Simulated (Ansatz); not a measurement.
# Tl: the cost of one run

Computed with Ansatz 0.2.0 (DFT PBE, scalar-relativistic, plane waves, PAW, unless a step's input says otherwise).

### Step 1. The system as given

The structure is cubic, space group Fm-3m (No. 225). Conventional cell: a = 4.933 Å, b = 4.933 Å, c = 4.933 Å, α = 90.00°, β = 90.00°, γ = 90.00°. Around Tl (site symmetry m-3m) lie 12 Tl at 3.49 Å.

Coordinates:

```
CELL_PARAMETERS angstrom
0.00000 2.46634 2.46634
2.46634 0.00000 2.46634
2.46634 2.46634 0.00000
ATOMIC_POSITIONS crystal
Tl 0.00000 0.00000 0.00000
```

The structure comes from the Materials Project (structure only).

### Step 2. A change within the space group

Against the listed cell: strain xx, yy, zz, yz, xz, xy = +0.4, +0.4, +0.4, +0.0, +0.0, +0.0 %.

Input file input.yaml:

```yaml
crystal:
  lattice:
    - [0.0, 2.4764532321, 2.4764532321]
    - [2.4764532321, 0.0, 2.4764532321]
    - [2.4764532321, 2.4764532321, 0.0]
  atoms:
    - { symbol: Tl, position: [0.0, 0.0, 0.0] }
basis:
  ecutwfc: 420
kpoints:
  mp_grid: { grid: [14, 14, 14] }
hamiltonian:
  xc: pbe
scf:
  occupations: { method: gaussian, width: 0.1 }
output:
  forces: true
  stress: true
  eigenvalues: true
```

Launch:

```
> ansatz run input.yaml --threads 1 --pin off --max-ram 1331MiB --backend cpu --events-out ev --progress --plain --runs-dir out
```

**Question.** How long does this run take on 1 thread of an Arm CPU, shared host, and how much memory does it need?

About 1.9 s, with a peak of 0.29 GiB.
